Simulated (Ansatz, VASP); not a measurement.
# Two plane-wave programs on WC

```
CELL_PARAMETERS angstrom
2.88391 0.00000 0.00000
-1.44195 2.49754 0.00000
0.00000 0.00000 2.81168
ATOMIC_POSITIONS crystal
W 0.00000 0.00000 0.00000
C 0.33333 0.66667 0.50000
```

Alike in both runs: functional LDA; k mesh 15 × 15 × 15; occupations gaussian, width 0.1 eV; no spin polarisation.

Ansatz relaxed the structure, and its values are those at the end. VASP's run is a single point on that final structure, the one shown.

|  | VASP | Ansatz |
| --- | --- | --- |
| version | VASP 6.6.1 | Ansatz 0.2.0 |
| potentials or method | VASP PAW LDA potentials, release 64 (W_sv, C) | scalar-relativistic, plane waves, PAW |
| plane-wave cutoff (eV) | 520 | 420 |
| valence electrons in the cell | 18 | 18 |

|  | VASP | Ansatz | Ansatz less VASP |
| --- | --- | --- | --- |
| gap on the k mesh at the Fermi level (eV) | none | none | - |
| pressure (GPa) | 2.7 | 0.0 | -2.73 |

A gap of «none» marks a metal or a gap that the smearing closes.

The runs have no spin-orbit coupling, so splittings on W are missing.
